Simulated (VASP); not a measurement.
Wanted: an ASE script for a VASP 6.6.1 run.

```yaml
Task: single point
Functional: PBE
Potentials_or_basis: VASP PAW PBE potentials, release 54 (Ag, Ga_d, S)
Cutoff: 520 eV
k_mesh: 7 × 7 × 7
Occupations: gaussian, width 0.05 eV
Spin: no spin polarisation
Further_INCAR_settings: ALGO = Normal; EDIFF = 1.00e-07; NBANDS = 46
```

The structure of GaAgS2 lies in POSCAR:

```
GaAgS2
1.0
   -2.8770000000      2.8770000000      5.1475000000
    2.8770000000     -2.8770000000      5.1475000000
    2.8770000000      2.8770000000     -5.1475000000
Ag Ga S
2 2 4
Direct
    0.7500000000      0.2500000000      0.5000000000
    0.0000000000      0.0000000000      0.0000000000
    0.2500000000      0.7500000000      0.5000000000
    0.5000000000      0.5000000000      0.0000000000
    0.1790000000      0.6250000000      0.0540000000
    0.8750000000      0.8210000000      0.4460000000
    0.5710000000      0.1250000000      0.9460000000
    0.3750000000      0.4290000000      0.5540000000
```

These files were run (other wordings do the same):

run.py

```python
from ase.calculators.vasp import Vasp
from ase.dft.bandgap import bandgap
from ase.io import read

atoms = read('POSCAR')
calc = Vasp(
    directory='calc',
    xc='pbe',
    pp='PBE',
    setups='recommended',
    pp_version='54',
    prec='Accurate',
    encut=520,
    ediff=1e-07,
    ismear=0,
    sigma=0.05,
    lreal=False,
    lasph=True,
    nelm=80,
    algo='Normal',
    isif=2,
    lwave=False,
    lcharg=True,
    lelf=True,
    lvhar=True,
    kpts=[7, 7, 7],
    gamma=True,
    nbands=46,
)
atoms.calc = calc

print('energy (eV):', atoms.get_potential_energy())
print('free energy (eV):', atoms.get_potential_energy(force_consistent=True))
print('forces (eV/A):')
print(atoms.get_forces())
print('stress (eV/A^3, Voigt):', atoms.get_stress())
print('Fermi level (eV):', calc.get_fermi_level())
gap, top, bottom = bandgap(calc)
print('band gap (eV):', gap, 'from (spin, k, band)', top, 'to', bottom)
```

Potentials or basis: VASP PAW PBE potentials, release 54 (Ag, Ga_d, S).

Run with:

```bash
$ python run.py
```

It gave:

The pressure is 3.9 GPa, the largest force is 1.064 eV/Å and the band gap on the k mesh is 1.40 eV, direct.

Caveat: forces of over 1 eV/Å show positions far from the minimum, so gaps and moduli don't describe the material at rest.

Wall time 5.4 min on 1 thread of AMD EPYC 9R45 96-Core Processor (Zen 5) (shared host), peak memory 0.48 GiB.
